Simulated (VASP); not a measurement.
# TiO2 (Anatase) (I4_1/amd) in VASP: further runs

The runs below take TiO2 (Anatase) through phonons, dielectric tensor, with PBE, LDA.

Everything below comes from runs of VASP 6.6.1. Logs are shortened: lines on timing, memory, paths and dates and some standing lists are left out, and cuts for length are marked.

### Step 1. The crystal as given

The structure is tetragonal, space group I4_1/amd (No. 141). The conventional cell has a = 3.802 Å, b = 3.802 Å, c = 9.704 Å, α = 90.00°, β = 90.00°, γ = 90.00°. Ti (site symmetry -4m2) has 6 O at 1.95 to 2.00 Å as nearest neighbours. O (site symmetry 2mm) is surrounded by 3 Ti at 1.95 to 2.00 Å.

### Step 2. Phonons, PBE

File POSCAR:

```
TiO2
1.0
   -1.9008450019      1.9008450019      4.8520619606
    1.9008450019     -1.9008450019      4.8520619606
    1.9008450019      1.9008450019     -4.8520619606
  Ti              O
     2     4
Direct
     0.0000000000000000    0.0000000000000000    0.0000000000000000
     0.7500000000000000    0.2500000000000000    0.5000000000000000
     0.2065470635288676    0.2065470635288676    0.0000000000000000
     0.9565470635288675    0.4565470635288676    0.5000000000000000
     0.5434529364711325    0.0434529364711324    0.5000000000000000
     0.7934529364711325    0.7934529364711325    0.0000000000000000
```

File INCAR.step1:

```
PREC = Accurate
ENCUT = 600
EDIFF = 1E-8
ISMEAR = 0
SIGMA = 0.03
LREAL = F
LASPH = T
NELM = 80
ALGO = Normal
ISIF = 3
LWAVE = F
LCHARG = F
GGA = PE
KPAR = 2
IBRION = 2
NSW = 40
EDIFFG = -0.002
```

File INCAR.step2:

```
PREC = Accurate
ENCUT = 600
EDIFF = 1E-8
ISMEAR = 0
SIGMA = 0.03
LREAL = F
LASPH = T
NELM = 80
ALGO = Normal
ISIF = 2
LWAVE = F
LCHARG = F
GGA = PE
KPAR = 2
IBRION = 6
NFREE = 2
POTIM = 0.015
NSW = 1
```

File KPOINTS:

```
regular mesh
0
Gamma
  10 10 10
```

Potentials or basis: VASP PAW PBE potentials, release 64 (Ti_sv, O).

Launch:

```console
$ cat potpaw_PBE.64/Ti_sv/POTCAR potpaw_PBE.64/O/POTCAR > POTCAR
$ cp INCAR.step1 INCAR
$ mpirun -np 2 vasp_std > vasp.out
$ cp CONTCAR POSCAR
$ cp INCAR.step2 INCAR
$ mpirun -np 2 vasp_std > vasp.out
```

OUTCAR:

```text
PREC = Accurate
   ENCUT = 600
   EDIFF = 1E-8
   ISMEAR = 0
   LREAL = F
   LASPH = T
   NELM = 80
   ISIF = 2
   GGA = PE
   IBRION = 6
   NFREE = 2
   POTIM = 0.015
   NSW = 1

 ion  position               nearest neighbor table
   1  0.000  0.000  0.000-   5 1.95   4 1.95   5 1.95   4 1.95   3 2.00   6 2.00
   2  0.750  0.250  0.500-   6 1.95   3 1.95   6 1.95   3 1.95   4 2.00   5 2.00
   3  0.207  0.207  0.000-   2 1.95   2 1.95   1 2.00
   4  0.957  0.457  0.500-   1 1.95   1 1.95   2 2.00
   5  0.543  0.043  0.500-   1 1.95   1 1.95   2 2.00
   6  0.793  0.793  0.000-   2 1.95   2 1.95   1 2.00

  LATTYP: Found a body centered tetragonal cell.
 ALAT       =     3.8016900038
 C/A-ratio  =     2.5525815917

  Lattice vectors:

 A1 = (  -1.9008450019,   1.9008450019,   4.8520619606)
 A2 = (   1.9008450019,  -1.9008450019,   4.8520619606)
 A3 = (   1.9008450019,   1.9008450019,  -4.8520619606)

Analysis of symmetry for initial positions (statically):
=====================================================================
 Subroutine PRICEL returns:
 Original cell was already a primitive cell.

 Routine SETGRP: Setting up the symmetry group for a
 body centered tetragonal supercell.

 Subroutine GETGRP returns: Found 16 space group operations
 (whereof  8 operations were pure point group operations)
 out of a pool of 16 trial point group operations.

The static configuration has the point symmetry D_2d.
 The point group associated with its full space group is D_4h.

Analysis of symmetry for dynamics (positions and initial velocities):
=====================================================================
 Subroutine PRICEL returns:
 Original cell was already a primitive cell.

 Routine SETGRP: Setting up the symmetry group for a
 body centered tetragonal supercell.

 Subroutine GETGRP returns: Found 16 space group operations
 (whereof  8 operations were pure point group operations)
 out of a pool of 16 trial point group operations.

The dynamic configuration has the point symmetry D_2d.
 The point group associated with its full space group is D_4h.

 Subroutine INISYM returns: Found 16 space group operations
 (whereof  8 operations are pure point group operations),
 and found     1 'primitive' translations

----------------------------------------------------------------------------------------

                                     Primitive cell

  volume of cell :      70.1261

  direct lattice vectors                    reciprocal lattice vectors
    -1.900845002  1.900845002  4.852061961     0.000000000  0.263040910  0.103048973
     1.900845002 -1.900845002  4.852061961     0.263040910  0.000000000  0.103048973
     1.900845002  1.900845002 -4.852061961     0.263040910  0.263040910  0.000000000

  length of vectors
     5.546974735  5.546974735  5.546974735     0.282505949  0.282505949  0.371996023

  position of ions in fractional coordinates (direct lattice)
     0.000000000  0.000000000  0.000000000
     0.750000000  0.250000000  0.500000000
     0.206547064  0.206547064  0.000000000
     0.956547064  0.456547064  0.500000000
     0.543452936  0.043452936  0.500000000
     0.793452936  0.793452936  0.000000000

  ion indices of the primitive-cell ions
   primitive index   ion index
                 1           1
                 2           2
                 3           3
                 4           4
                 5           5
                 6           6

----------------------------------------------------------------------------------------

 KPOINTS: regular mesh

Automatic generation of k-mesh.
 Grid dimensions read from file:
 generate k-points for:   10   10   10

 Generating k-lattice:

[... 87 lines left out ...]
   LHFCALC =     F    Hartree Fock is set to
   AEXX    =    0.0000 exact exchange contribution
   IVDW    =     0    specifies the selected vdW correction
   LEPSILON=     F    determine dielectric tensor
   LRPA    =     F    only Hartree local field effects (RPA)
 finite differences with symmetry
 non-spin polarized calculation
 Gauss-broadening in eV      SIGMA  =   0.03
  energy-cutoff  :      600.00
  volume of cell :       70.13
 maximum number of plane-waves:      2370
 NGX is ok and might be reduce to    48
   NGX = 23   NGY = 23   NGZ = 23

--------------------------------------- Ionic step        1  -------------------------------------------

 number of electron      47.9999998 magnetization

 Free energy of the ion-electron system (eV)
  ---------------------------------------------------
  ext. energy  EPLUGINS =         0.00000000
  ---------------------------------------------------
  free energy    TOTEN  =       -53.87392632 eV

  energy without entropy =      -53.87392632  energy(sigma->0) =      -53.87392632

------------------------ aborting loop because EDIFF is reached ----------------------------------------

  FORCE on cell =-STRESS in cart. coord.  units (eV):
  Direction    XX          YY          ZZ          XY          YZ          ZX
  --------------------------------------------------------------------------------------
  -------------------------------------------------------------------------------------
  Total        0.0100169      0.0100169      0.0062764      0.0000000      0.0000000      0.0000000
  in kB        0.2288566      0.2288566      0.1433965      0.0000000      0.0000000      0.0000000
  external PRESSURE =       0.2003699 kB  Pullay stress =       0.0000000 kB
[... 101 lines left out ...]
  FREE ENERGIE OF THE ION-ELECTRON SYSTEM (eV)
  ---------------------------------------------------
  free  energy   TOTEN  =       -53.8735876518 eV

  energy  without entropy=      -53.8735876518  energy(sigma->0) =      -53.87358765

[... ionic steps 4 to 8 ...]

--------------------------------------- Ionic step        9  -------------------------------------------

 number of electron      47.9999998 magnetization

------------------------ aborting loop because EDIFF is reached ----------------------------------------
[... 75 lines left out ...]
--------------------------------------- Ionic step       11  -------------------------------------------

 number of electron      47.9999998 magnetization

 Free energy of the ion-electron system (eV)
  ---------------------------------------------------
  ext. energy  EPLUGINS =         0.00000000
  ---------------------------------------------------
  free energy    TOTEN  =       -53.87259703 eV

  energy without entropy =      -53.87259703  energy(sigma->0) =      -53.87259703

 E-fermi :   3.3217     XC(G=0): -10.5807

 val. band max:        3.1156942308   @ k =  -0.4000   0.4000   0.0000
 cond. band min:       5.2337970120   @ k =   0.0000   0.0000   0.0000
 fundamental gap:      2.1181027812
 Fermi energy:         3.3217216737

 k-point     1 :       0.0000    0.0000    0.0000
  band No.  band energies     occupation
      1     -53.3415      2.00000
      2     -53.2811      2.00000
      3     -29.7654      2.00000
      4     -29.5509      2.00000
      5     -29.5499      2.00000
      6     -29.4817      2.00000
[... 733 lines left out ...]
     27       6.5324      0.00000
     28       6.7027      0.00000

 [... further k-points ...]

------------------------ aborting loop because EDIFF is reached ----------------------------------------

  FORCE on cell =-STRESS in cart. coord.  units (eV):
  Direction    XX          YY          ZZ          XY          YZ          ZX
  --------------------------------------------------------------------------------------
  -------------------------------------------------------------------------------------
  Total        0.0018405      0.0105507      0.2640336      0.0000000      0.0000000      0.0000000
  in kB        0.0420500      0.2410516      6.0323979      0.0000000      0.0000000      0.0000000
  external PRESSURE =       2.1051665 kB  Pullay stress =       0.0000000 kB
[... 21 lines left out ...]
  FREE ENERGIE OF THE ION-ELECTRON SYSTEM (eV)
  ---------------------------------------------------
  free  energy   TOTEN  =       -53.8725970288 eV

  energy  without entropy=      -53.8725970288  energy(sigma->0) =      -53.87259703

 INTERNAL STRAIN TENSORS FROM DISPLACED ATOMS
 ============================================

 INTERNAL STRAIN TENSOR FOR ION    1 for displacements in x,y,z  (eV/Angst):
          X           Y           Z          XY          YZ          ZX
  --------------------------------------------------------------------------------
  x     0.00000     0.00000     0.00000     0.00000     0.00000    -2.44005
  y     0.00000     0.00000     0.00000     0.00000     2.44004     0.00000
  z   -24.09717    24.09717     0.00000     0.00000     0.00000     0.00000

 INTERNAL STRAIN TENSOR FOR ION    6 for displacements in x,y,z  (eV/Angst):
          X           Y           Z          XY          YZ          ZX
  --------------------------------------------------------------------------------
  x     0.00000     0.00000     0.00000     0.00000     0.00000     8.37852
  y     0.00000     0.00000     0.00000     0.00000    -1.58857     0.00000
  z    -0.19266    -0.59785    16.60654     0.00000     0.00000     0.00000

 Eigenvectors and eigenvalues of the dynamical matrix
 ----------------------------------------------------

   1 f  =   18.076181 THz   113.575997 2PiTHz  602.956510 cm-1    74.757046 meV
             X         Y         Z           dx          dy          dz
      0.000000  0.000000  0.000000    -0.011805   -0.021408    0.000000
      0.000000  1.900845  2.426031     0.011805    0.021408   -0.000000
      0.000000  0.000000  2.004358     0.046387   -0.613089   -0.000000
      0.000000  1.900845  4.430389     0.338077   -0.084120   -0.000000
      0.000000  1.900845  0.421673    -0.046387    0.613089    0.000000
      0.000000  0.000000  7.699766    -0.338077    0.084120    0.000000
[... 145 lines left out ...]
  18 f/i=    0.010290 THz     0.064654 2PiTHz    0.343235 cm-1     0.042556 meV
             X         Y         Z           dx          dy          dz
      0.000000  0.000000  0.000000     0.479757   -0.262358    0.000000
      0.000000  1.900845  2.426031     0.479757   -0.262358    0.000000
      0.000000  0.000000  2.004358     0.278050   -0.152158    0.000000
      0.000000  1.900845  4.430389     0.278240   -0.152054    0.000000
      0.000000  1.900845  0.421673     0.278050   -0.152158    0.000000
      0.000000  0.000000  7.699766     0.278240   -0.152054    0.000000

 ELASTIC MODULI CONTR FROM IONIC RELAXATION (kBar)
 Direction    XX          YY          ZZ          XY          YZ          ZX
 --------------------------------------------------------------------------------
 XX       -1140.1454   1138.1700     41.4984      0.0000      0.0000     -0.0000
 YY        1138.1700  -1140.1454     41.4984      0.0000     -0.0000      0.0000
 ZZ          41.4984     41.4984  -1743.5456      0.0000     -0.0000     -0.0000
 XY           0.0000      0.0000      0.0000      0.0000      0.0000      0.0000
 YZ           0.0000     -0.0000     -0.0000      0.0000   -475.5226      0.0000
 ZX          -0.0000      0.0000     -0.0000      0.0000      0.0000   -475.5223
 --------------------------------------------------------------------------------
```

Run time: 46 min. Hardware: 2 MPI ranks of Intel Xeon Platinum 8488C (Sapphire Rapids), shared host; peak memory 1.1 GiB.

What came out:

- Highest phonon frequency at Γ, LO-TO splitting left out: 603 cm⁻¹

Phonon frequencies in cm⁻¹ (negative: imaginary):
| q point | frequencies |
| --- | --- |
| (0.000, 0.000, 0.000) | 0 0 0 119 119 175 175 216 216 303 363 399 399 478 496 520 603 603 |

### Step 3. Dielectric tensor, PBE

File INCAR:

```
PREC = Accurate
ENCUT = 600
EDIFF = 1E-8
ISMEAR = 0
SIGMA = 0.03
LREAL = F
LASPH = T
NELM = 80
ALGO = Normal
ISIF = 2
LWAVE = F
LCHARG = F
GGA = PE
LEPSILON = T
KPAR = 2
```

File KPOINTS:

```
regular mesh
0
Monkhorst-Pack
  14 14 14
```

File POSCAR:

```
TiO2                                    
1.0
   -1.9008450019      1.9008450019      4.8520619606
    1.9008450019     -1.9008450019      4.8520619606
    1.9008450019      1.9008450019     -4.8520619606
  Ti              O             
     2     4
Direct
     0.0000000000000000    0.0000000000000000    0.0000000000000000
     0.7500000000000000    0.2500000000000000    0.5000000000000000
     0.2065470635288662    0.2065470635288662    0.0000000000000000
     0.9565470635288662    0.4565470635288662    0.5000000000000000
     0.5434529364711338    0.0434529364711338    0.5000000000000000
     0.7934529364711338    0.7934529364711338    0.0000000000000000
```

Potentials or basis: VASP PAW PBE potentials, release 64 (Ti_sv, O).

Launch:

```console
$ cat potpaw_PBE.64/Ti_sv/POTCAR potpaw_PBE.64/O/POTCAR > POTCAR
$ mpirun -np 2 vasp_std > vasp.out
```

OUTCAR:

```text
PREC = Accurate
   ENCUT = 600
   EDIFF = 1E-8
   ISMEAR = 0
   LREAL = F
   LASPH = T
   NELM = 80
   ISIF = 2
   GGA = PE
   LEPSILON = T

 ion  position               nearest neighbor table
   1  0.000  0.000  0.000-   5 1.95   4 1.95   5 1.95   4 1.95   3 2.00   6 2.00
   2  0.750  0.250  0.500-   6 1.95   3 1.95   6 1.95   3 1.95   4 2.00   5 2.00
   3  0.207  0.207  0.000-   2 1.95   2 1.95   1 2.00
   4  0.957  0.457  0.500-   1 1.95   1 1.95   2 2.00
   5  0.543  0.043  0.500-   1 1.95   1 1.95   2 2.00
   6  0.793  0.793  0.000-   2 1.95   2 1.95   1 2.00

  LATTYP: Found a body centered tetragonal cell.
 ALAT       =     3.8016900038
 C/A-ratio  =     2.5525815917

  Lattice vectors:

 A1 = (  -1.9008450019,   1.9008450019,   4.8520619606)
 A2 = (   1.9008450019,  -1.9008450019,   4.8520619606)
 A3 = (   1.9008450019,   1.9008450019,  -4.8520619606)

Analysis of symmetry for initial positions (statically):
=====================================================================
 Subroutine PRICEL returns:
 Original cell was already a primitive cell.

 Routine SETGRP: Setting up the symmetry group for a
 body centered tetragonal supercell.

 Subroutine GETGRP returns: Found 16 space group operations
[... 992 lines left out ...]
    -0.00160  0.00000  0.00000           ( -0.00001  0.00000  0.00000)
     0.00000 -0.00160  0.00000           (  0.00000 -0.00001  0.00000)
     0.00000  0.00000  0.00250           (  0.00000  0.00000  0.00003)

 PIEZOELECTRIC TENSOR FIELD DIRECTION 3  (C/m^2)
 -----------------------------------------------------------------------------
    -0.00037  0.00000  0.00000
     0.00000 -0.00037  0.00000
     0.00000  0.00000  0.00057

 MACROSCOPIC STATIC DIELECTRIC TENSOR (including local field effects in DFT)
 ------------------------------------------------------
           6.893764     0.000000     0.000000
           0.000000     6.893764     0.000000
           0.000000     0.000000     6.346957
 ------------------------------------------------------

 PIEZOELECTRIC TENSOR (including local field effects)  for field in x, y, z        (e  Angst)
          XX          YY          ZZ          XY          YZ          ZX
  --------------------------------------------------------------------------------
  x     0.00000     0.00000     0.00000     0.00000     0.00000     0.00000
  y     0.00000     0.00000     0.00000     0.00000     0.00000     0.00000
  z     0.00000     0.00000     0.00000     0.00000     0.00000     0.00000

 PIEZOELECTRIC TENSOR (including local field effects)  for field in x, y, z        (C/m^2)
          XX          YY          ZZ          XY          YZ          ZX
  --------------------------------------------------------------------------------
  x     0.00000     0.00000     0.00000     0.00000     0.00000     0.00000
  y     0.00000     0.00000     0.00000     0.00000     0.00000     0.00000
  z     0.00000     0.00000     0.00000     0.00000     0.00000     0.00000

 BORN EFFECTIVE CHARGES (including local field effects) (in |e|, cummulative output)
 ---------------------------------------------------------------------------------
 ion    1
    1     6.58193     0.00000     0.00000
    2     0.00000     6.58193     0.00000
    3     0.00000     0.00000     5.76783
 ion    2
    1     6.58193     0.00000     0.00000
    2     0.00000     6.58193     0.00000
    3     0.00000     0.00000     5.76783
 ion    3
    1    -1.11231     0.00000     0.00000
    2     0.00000    -5.46962     0.00000
    3     0.00000    -0.00000    -2.88392
 ion    4
    1    -5.46962     0.00000     0.00000
    2     0.00000    -1.11231     0.00000
    3     0.00000    -0.00000    -2.88392
 ion    5
    1    -1.11231     0.00000     0.00000
    2     0.00000    -5.46962     0.00000
    3     0.00000     0.00000    -2.88392
 ion    6
    1    -5.46962     0.00000     0.00000
    2     0.00000    -1.11231     0.00000
    3     0.00000     0.00000    -2.88392
```

It took 2.6 h on 2 MPI ranks of Intel Xeon Platinum 8488C (Sapphire Rapids), shared host; peak memory 2.2 GiB.

What came out:

* Electronic dielectric tensor (diagonal): 6.89, 6.89, 6.35
* Born charges (mean of the diagonal): Ti +6.31; O -3.16 e

Electronic dielectric tensor:
```
6.89 0.00 0.00
0.00 6.89 0.00
0.00 0.00 6.35
```

Born effective charge tensors (e):
atom 1, Ti
```
6.58 0.00 0.00
0.00 6.58 0.00
0.00 0.00 5.77
```
atom 2, Ti
```
6.58 0.00 0.00
0.00 6.58 0.00
0.00 0.00 5.77
```
atom 3, O
```
-1.11  0.00  0.00
 0.00 -5.47  0.00
 0.00  0.00 -2.88
```
atom 4, O
```
-5.47  0.00  0.00
 0.00 -1.11  0.00
 0.00  0.00 -2.88
```
atom 5, O
```
-1.11  0.00  0.00
 0.00 -5.47  0.00
 0.00  0.00 -2.88
```
atom 6, O
```
-5.47  0.00  0.00
 0.00 -1.11  0.00
 0.00  0.00 -2.88
```

[end of part 1 of 2]
